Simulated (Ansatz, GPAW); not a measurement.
## One calculation of Si, 3 ways

```xyz
1
Lattice="2.6205 0.0000 0.0000 -1.3103 2.2695 0.0000 0.0000 0.0000 2.4664" Properties=species:S:1:pos:R:3 pbc="T T T"
Si    0.0000    0.0000    0.0000
```

This isn't the form of Si at room conditions, which is diamond.

Alike in all runs: task single point; functional PBEsol; k mesh 12 × 12 × 11; occupations gaussian, width 0.05 eV; no spin polarisation; no spin-orbit coupling. Pressure is positive in compression and, in plane waves, holds the error of the finite cutoff, which Ansatz's Pulay term estimates and takes out.

```tsv
program and potentials	plane-wave cutoff (eV)	notes	pressure (GPa)
Ansatz, Ansatz PAW	420	potentials made for PBE, which Ansatz adapts in part; Pulay term of +0.03 GPa included	0.52
GPAW, PAW data sets generated for this functional	600	-	1.02
Ansatz, all-electron LAPW, scalar-relativistic	-	-	0.53
```

The pressure spans 0.52 (Ansatz, Ansatz PAW) to 1.02 GPa (GPAW, PAW data sets generated for this functional), with all-electron results at 0.53.

Differences between rows come from potentials, basis sets and numerical settings, since the functional is the same but for its coding. Runs on potential files found faulty are left out.

All three runs put this simple hexagonal cell under slight compression, so its volume lies just below the one at which each description would give zero pressure. The Ansatz PAW value of 0.52 GPa all but matches the all-electron 0.53 GPa, while GPAW gives 1.02 GPa. Incomplete plane waves usually lower the computed pressure, so the GPAW excess more probably comes from its data set or numerical integration. Against the stiffness of dense silicon, the disagreement amounts to only a small shift in equilibrium volume.

A pressure this near zero doesn't make the phase stable at ambient conditions. Silicon takes this form only under much stronger compression, where closer packing and more delocalised, metallic bonding replace the open tetrahedral network of diamond, and the gain in density offsets the loss of directional covalent bonds. The cell is therefore best read as that dense phase with nearly all its load removed. Pressure averages the normal stresses, so the axial ratio may still be out of balance.
